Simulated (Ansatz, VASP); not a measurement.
## One calculation of Zn, two programs

Contents of INCAR:

```
PREC = Accurate ; ENCUT = 520
EDIFF = 1E-6 ; ISMEAR = -1
SIGMA = 0.05 ; LREAL = False
LASPH = True ; NELM = 100
ALGO = Fast ; ISIF = 2
LWAVE = False ; LCHARG = True
LELF = True ; LVHAR = True
NBANDS = 12
```

KPOINTS

```
Automatic mesh
0
Gamma
  12 12 12
```

Contents of POSCAR:

```
Zn
1.0
   -1.5585062330      1.5585062330      1.5585062330
    1.5585062330     -1.5585062330      1.5585062330
    1.5585062330      1.5585062330     -1.5585062330
Zn
1
Direct
    0.0000000000      0.0000000000      0.0000000000
```

The input input.yaml:

```yaml
crystal:
  lattice:
    - [-1.558506233, 1.558506233, 1.558506233]
    - [1.558506233, -1.558506233, 1.558506233]
    - [1.558506233, 1.558506233, -1.558506233]
  atoms:
    - { symbol: Zn, position: [0.0, 0.0, 0.0] }
hamiltonian:
  xc: lda
  pseudopotentials: { kind: paw }
kpoints:
  mp_grid: { grid: [12, 12, 12] }
scf:
  occupations: { method: fermi_dirac, width: 0.05 }
output:
  forces: true
  stress: true
  eigenvalues: true
```

This isn't the form of Zn at room conditions, which is hcp.

Alike in both runs: task single point; functional LDA; k mesh 12 × 12 × 12; occupations fermi-dirac, width 0.05 eV; no spin polarisation.

|  | VASP | Ansatz |
| --- | --- | --- |
| version | VASP 6.6.1 | Ansatz 0.2.0 |
| potentials or method | VASP PAW LDA potentials, release 64 (Zn) | Ansatz PAW |
| plane-wave cutoff (eV) | 520 | 420 |
| valence electrons in the cell | 12 | 12 |

```csv
,VASP,Ansatz,Ansatz less VASP
gap on the k mesh at the Fermi level (eV),none,none,-
pressure (GPa),-6.9,-7.3,-0.39
```

A gap of «none» marks a metal or a gap that the smearing closes.

Caveats: the PAW data sets come from PBE, with cores solved anew for the run's functional, which leaves a small shift of forces and pressure (Ansatz).
